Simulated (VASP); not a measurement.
A run of VASP 6.6.1:

Contents of INCAR:

```
SYSTEM = Sb
ALGO = Normal
EDIFF = 1E-6
ENCUT = 450
GGA = PE
ISIF = 2
ISMEAR = 0
LASPH = .True.
LCHARG = .False.
LREAL = .False.
LWAVE = .False.
NELM = 100
PREC = Accurate
SIGMA = 0.02
```

The input KPOINTS:

```
k-points
0
Gamma
  5 5 5
  0 0 0
```

The input POSCAR:

```
Sb
1.0
    3.1600000000      0.0000000000      0.0000000000
    0.0000000000      3.1600000000      0.0000000000
    0.0000000000      0.0000000000      3.1600000000
Sb
1
Direct
    0.0000000000      0.0000000000      0.0000000000
```

Potentials or basis: VASP PAW PBE potentials, release 64 (Sb_d_GW).

Run with:

```console
$ cat potpaw_PBE.64/Sb_d_GW/POTCAR > POTCAR
$ mpirun -np 1 vasp_std > vasp.out
```

Hardware: 1 thread of AMD EPYC 9R45 (Zen 5), on a shared host.

Question: Estimate the wall time of this run.

Answer: Wall time 2.2 s on 1 thread of AMD EPYC 9R45 (Zen 5) (shared host), peak memory 0.11 GiB. Counts: scf iterations 10, k points 10.
